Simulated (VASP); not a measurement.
# CdS in VASP: one cell, several levels of theory

What does VASP give for zincblende CdS, under +4.0 % equal strain in all directions, the cell held fixed? Runs: PBE, r2SCAN.

Code: VASP 6.6.1. PAW datasets, plane waves. Spin-unpolarised throughout; all numbers are computed.

## (1) The cell

The cell comes from an earlier relaxation with r2SCAN in another program.

The symmetry is F-43m (No. 216, cubic); conventional cell a = 6.114 Å, 28.56 Å³ an atom. Cd has 4 S at 2.65 Å; S has 4 Cd at 2.65 Å.

Structure file:

Space group F-43m (No. 216). a = 6.114 Å, b = 6.114 Å, c = 6.114 Å, α = 90.00°, β = 90.00°, γ = 90.00°
| atom | site | symmetry | x | y | z |
| --- | --- | --- | --- | --- | --- |
| Cd | 4a | -43m | 0.0000 | 0.0000 | 0.0000 |
| S | 4d | -43m | 0.2500 | 0.2500 | 0.7500 |

## (2) PBE at this geometry

INCAR reads:

```
ENCUT = 520.000000
SIGMA = 0.020000
EDIFF = 1.00e-07
GGA = PE
PREC = Accurate
IBRION = -1
ISIF = 2
ISMEAR = -1
NBANDS = 16
NELM = 120
NSW = 0
LASPH = .TRUE.
LCHARG = .TRUE.
LELF = .TRUE.
LWAVE = .FALSE.
LREAL = .FALSE.
```

KPOINTS reads:

```
KPOINTS created by Atomic Simulation Environment
0
Gamma
8 8 8
0 0 0
```

KPOINTS_OPT reads:

```
special points
6
Reciprocal
0.0000000000 0.0000000000 0.0000000000 1
-0.5000000000 -0.5000000000 0.0000000000 1
-0.3750000000 -0.3750000000 0.2500000000 1
-0.3750000000 0.0000000000 0.3750000000 1
0.0000000000 0.0000000000 0.5000000000 1
-0.5000000000 -0.2500000000 0.2500000000 1
```

POSCAR reads:

```
Cd S
 1.0000000000000000
     0.0000000000000000    3.0567834368000000    3.0567834368000000
     3.0567834368000000    0.0000000000000000    3.0567834368000000
     3.0567834368000000    3.0567834368000000    0.0000000000000000
 Cd  S
   1   1
Cartesian
  0.0000000000000000  0.0000000000000000  0.0000000000000000
  1.5283917183999998  1.5283917183999998  1.5283917183999998
```

Potentials: the recommended PBE PAW datasets, 18 valence electrons in the neutral cell.

Command:

```
$ mpirun -np 1 vasp_std
```

## (3) Single point with r2SCAN

INCAR reads:

```
ENCUT = 520.000000
SIGMA = 0.010000
EDIFF = 1.00e-07
ALGO = Normal
METAGGA = R2SCAN
PREC = Accurate
IBRION = -1
ISIF = 2
ISMEAR = 0
NBANDS = 16
NELM = 120
NSW = 0
LASPH = .TRUE.
LCHARG = .FALSE.
LWAVE = .FALSE.
LREAL = .FALSE.
```

KPOINTS is that of step 2.

KPOINTS_OPT is that of step 2.

POSCAR is that of step 2.

What does the calculation give? Wanted: for each run, gap; pressure.

As calculated:

```
 level  gap (eV)  pressure (GPa)
   PBE      0.83           -3.82
r2SCAN      1.25           -5.30
```

The gap runs from 0.83 eV (PBE) to 1.25 eV (r2SCAN). At this one volume the pressure spans -5.3 GPa (r2SCAN) to -3.8 GPa (PBE): PBE wants the largest cell and r2SCAN the smallest.
